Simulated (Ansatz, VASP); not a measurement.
## One calculation of Fe, two programs

```
Fe
1.0
     2.36784    0.00000    0.00000
     0.00000    2.36784    0.00000
     0.00000    0.00000    2.36784
Fe
1
Direct
  0.00000 0.00000 0.00000
```

Alike in both runs: task single point; functional PBE; k mesh 25 × 25 × 25; occupations fermi-dirac, width 0.03 eV; collinear spin.

|  | VASP | Ansatz |
| --- | --- | --- |
| version | VASP 6.6.1 | Ansatz 0.2.0 |
| potentials or method | VASP PAW PBE potentials, release 64 (Fe), cutoff 520 eV | all-electron LAPW, scalar-relativistic |

VASP gave:

| Quantity | Value |
| --- | --- |
| pressure (GPa) | -0.1 |
| net moment per atom (μB) | 2.40 |
| size of the moment on the site where the two differ most (μB) | 2.39 |

Q: What did Ansatz give for the same quantities?

A: Pressure (GPa): 0.2; net moment per atom (μB): 2.38; size of the moment on the site where the two differ most (μB): 2.40.

Site moments also hang on the region over which each program counts them. Ansatz ran all-electron here, so the differences hold the error of VASP's frozen core and of both bases.
